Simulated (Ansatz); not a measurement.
Runs of Ansatz 0.2.0 on CoO. The structure is tetragonal, space group I4/mmm (No. 139). The conventional cell has a = 3.016 Å, b = 3.016 Å, c = 4.214 Å, α = 90.00°, β = 90.00°, γ = 90.00°. Around Co (site symmetry 4/mmm) lie 6 O at 2.11 to 2.13 Å. Around O (site symmetry 4/mmm) lie 6 Co at 2.11 to 2.13 Å. 

```tsv
task	level	cell	points for each segment of the path	gap on the mesh (eV)	pressure (GPa)	moment (μB)	relaxed volume (Å³/atom)
single point	PBEsol0	as given	-	none	-12.4	3.00	-
relaxation of cell and atoms	PBEsol0	relaxed	-	none	0.0	3.00	9.04
band structure	HSEsol	as given	4	none	-12.0	3.00	-
relaxation of cell and atoms	HSE03	relaxed	-	none	0.0	3.00	(b)
relaxation of cell and atoms	HSEsol	relaxed	-	none	0.0	3.00	(a)
band structure	HSE03	as given	4	none	-5.0	3.00	-
```

Alike in all rows: potentials or basis Ansatz PAW; spin collinear, ferromagnetic start; k mesh 6 × 6 × 6; cutoff (eV) 420; smearing fermi-dirac 0.05 eV; the mesh is coarse, so values aren't converged.

Q: Fill in the values left out.

A: (a) 9.09; (b) 9.41.

Caveats: all runs use coarse meshes; the magnetic or orbital state may not be the lowest; a cell with one magnetic atom can't hold antiferromagnetic order, which such compounds often take; the PAW data sets come from PBE, with cores solved anew for the run's functional, which leaves a small shift of forces and pressure; the thresholds are loose for stress (some runs); the plane-wave basis is chosen anew once the cell has moved, so the energies of steps on either side of that aren't comparable (some runs).

A gap of «none» marks a metal or a gap under the smearing width.
